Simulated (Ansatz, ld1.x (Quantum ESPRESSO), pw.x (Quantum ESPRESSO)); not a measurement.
From atom to crystal: PAW potential for Se (Z = 34)

selenium, PAW, made with ld1.x (Quantum ESPRESSO) 7.5 (LDA (PW92), scalar-relativistic). Core [Ar] 3d10, reference 4s1.5 4p4.5. Waves: 4s (bound): rcut 1.00, rcutus 1.35 bohr; 4s channel at 2.95 Ry: rcut 1.00, rcutus 1.35 bohr; 4p (bound): rcut 1.40, rcutus 1.75 bohr; 4p channel at 1.75 Ry: rcut 1.40, rcutus 1.75 bohr. Local part: all-electron potential smoothed inside 1.60 bohr (lloc = -1). Core correction: Bessel-smoothed model core inside 1.05 bohr. Augmentation charge: PSQ, inside the norm-conserving radii.

Crystal test: fcc Se in pw.x 7.5, no spin, 13³ k-points, Fermi–Dirac smearing 0.01 Ry, cutoffs 50/400 Ry. The reference is all-electron LAPW (Ansatz 0.2.0) with the same functional, mesh and smearing; V0 and B0 come from Birch–Murnaghan fits to the pressures at five volumes. Errors are pseudo minus all-electron; Δ is the rms difference of the E(V) curves that follow from these fits, minima aligned, over ±6 % about the mean V0. Mesh and smearing are coarse, so the numbers serve the comparison and aren't converged zero-temperature values; the lattice is a test structure that the element need not adopt.

```json
{"V (Å³/atom)": "17.976", "P all-electron (GPa)": "5.18", "P pseudo (GPa)": "-9.99"}
{"V (Å³/atom)": "18.449", "P all-electron (GPa)": "2.51", "P pseudo (GPa)": "-11.27"}
{"V (Å³/atom)": "18.922", "P all-electron (GPa)": "0.18", "P pseudo (GPa)": "-12.35"}
{"V (Å³/atom)": "19.395", "P all-electron (GPa)": "-1.85", "P pseudo (GPa)": "-13.28"}
{"V (Å³/atom)": "19.868", "P all-electron (GPa)": "-3.63", "P pseudo (GPa)": "-14.05"}
```

All-electron: a0 = 4.233 Å (V0 = 18.96 Å³/atom), B0 = 86.1 GPa.

Pseudopotential: mean pressure error (GPa): -12.66. The pressure does not cross zero within the volumes sampled, so no fit is given. This is a poor potential for the solid. Atomic configuration tests: test run stopped at test 6 of 9 (negative rho).

At the middle volume, how do free energy and pressure move when the wave cutoff is lowered (ecutrho held at 400 Ry)?

```json
{"cutoff (Ry)": "22", "shift of F (meV/atom)": "+72.7", "shift of P (GPa)": "-2.44"}
{"cutoff (Ry)": "30", "shift of F (meV/atom)": "+21.5", "shift of P (GPa)": "-0.04"}
{"cutoff (Ry)": "40", "shift of F (meV/atom)": "+8.0", "shift of P (GPa)": "-0.24"}
```

The run at the middle volume (84 k-points, 5 iterations) took about 5.9 s on one core of a shared host (Neoverse-V1, 32 threads, 247 GiB, load 24).
